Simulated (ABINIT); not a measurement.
Al:

```xyz
1
Lattice="0.0000 2.0248 2.0248 2.0248 0.0000 2.0248 2.0248 2.0248 0.0000" Properties=species:S:1:pos:R:3 pbc="T T T"
Al    0.0000    0.0000    0.0000
```

Base run:

- Program: ABINIT 10.8.3 (patched build)
- Functional: PBE
- Potentials or basis: Ansatz NC PBE
- Cutoff: 408 eV
- k mesh: 8 × 8 × 8
- Occupations: fermi-dirac, width 0.05 eV
- Spin: no spin polarisation

Its results: band gap on the k mesh none (metal or under the smearing width); pressure -0.5 GPa.

Q: The run is repeated on the same cell with these changes: potentials or basis from Ansatz NC PBE to PseudoDojo NC SR PBE v0.4.1 standard. What comes out?

A: Band gap on the k mesh none (metal or under the smearing width); pressure -1.0 GPa.
